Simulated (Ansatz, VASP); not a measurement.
## Two plane-wave programs on CaB2

The input INCAR:

```
SYSTEM = CaB2
ALGO = Normal
EDIFF = 1E-6
ENCUT = 520
GGA = PE
ISIF = 2
ISMEAR = 1
LASPH = .TRUE.
LCHARG = .TRUE.
LELF = .TRUE.
LREAL = .FALSE.
LVHAR = .TRUE.
LWAVE = .FALSE.
NBANDS = 15
NELM = 100
PREC = Accurate
SIGMA = 0.05
```

The input KPOINTS:

```
k-points
0
G
  12 12 9
  0 0 0
```

Contents of POSCAR:

```
CaB2
1.0
    3.3232231884      0.0000000000      0.0000000000
   -1.6616115942      2.8779957077      0.0000000000
    0.0000000000      0.0000000000      3.8339070600
Ca B
1 2
Direct
    0.0000000000      0.0000000000      0.0000000000
    0.3333333333      0.6666666667      0.5000000000
    0.6666666667      0.3333333333      0.5000000000
```

Input for Ansatz:

```yaml
crystal:
  lattice:
    - [3.3232231884, 0.0, 0.0]
    - [-1.6616115942, 2.8779957077, 0.0]
    - [0.0, 0.0, 3.833907060043359]
  atoms:
    - { symbol: Ca, position: [0.0, 0.0, 0.0] }
    - { symbol: B, position: [0.3333333333333333, 0.6666666666666666, 0.5] }
    - { symbol: B, position: [0.6666666666666666, 0.3333333333333333, 0.5] }
basis:
  ecutwfc: 510.0
kpoints:
  mp_grid:
    grid: [12, 12, 9]
hamiltonian:
  xc: pbe
scf:
  max_iter: 70
  convergence:
    dr2_threshold: 1.0e-09
  occupations:
    method: cold
    width: 0.05
output:
  stress: true
```

The cell comes from a database or a generator and needn't be the stable form of this composition.

Alike in both runs: task single point; functional PBE; k mesh 12 × 12 × 9; no spin polarisation.

|  | VASP | Ansatz |
| --- | --- | --- |
| version | VASP 6.6.1 | Ansatz 0.2.0 |
| potentials or method | VASP PAW PBE potentials, release 64 (Ca_sv, B) | plane waves, PAW |
| plane-wave cutoff (eV) | 520 | 510 |
| occupations | methfessel-paxton of order 1, width 0.05 eV | cold, width 0.05 eV |
| valence electrons in the cell | 16 | 16 |

|  | VASP | Ansatz | Ansatz less VASP |
| --- | --- | --- | --- |
| pressure (GPa) | -0.5 | -0.8 | -0.32 |
| largest component of the traceless stress (GPa) | 13.89 | 13.81 | -0.072 |

Ansatz warned: «stress_scf_threshold_loose».
